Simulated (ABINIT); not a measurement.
Runs of ABINIT 10.8.3 (patched build) on SnSe. It takes space group Fm-3m (No. 225, cubic). The conventional cell has a = 6.020 Å, b = 6.020 Å, c = 6.020 Å, α = 90.00°, β = 90.00°, γ = 90.00°. Sn (site symmetry m-3m) is surrounded by 6 Se at 3.01 Å. Around Se (site symmetry m-3m) lie 6 Sn at 3.01 Å. Measurements of this composition are mostly on another form, of space group No. 62.

| task | level | potentials or basis | spin | k mesh | cutoff (eV) | fine-grid cutoff | dispersion computed by | mesh quality | pressure (GPa) |
| --- | --- | --- | --- | --- | --- | --- | --- | --- | --- |
| single point | PBEsol | JTH PAW PBE v2.0 | off | 3 × 3 × 3 | 599 | 1197.3 eV | - | coarse | -3.5 |
| band structure | PBEsol | JTH PAW PBE v2.0 | SOC, no magnetisation | 8 × 8 × 8 | 599 | 1197.3 eV | - | not flagged | -2.0 |
| band structure | RPBE | JTH PAW PBE v2.0 | SOC, no magnetisation | 8 × 8 × 8 | 599 | 1197.3 eV | - | not flagged | (a) |
| band structure | revPBE | JTH PAW PBE v2.0 | off | 8 × 8 × 8 | 599 | 1197.3 eV | - | not flagged | (b) |
| band structure | PBEsol | JTH PAW PBE v2.0 | off | 8 × 8 × 8 | 599 | 1197.3 eV | - | not flagged | -1.9 |

Alike in all rows: cell as given; smearing fermi-dirac 0.05 eV.

Problem. Estimate the missing entries.

Solution. (a) 2.5; (b) 2.1.

Caveats: some runs use coarse meshes; the PAW data sets were made with another functional, which shifts forces and pressure a little.

Runs at the PBE level aren't shown here.
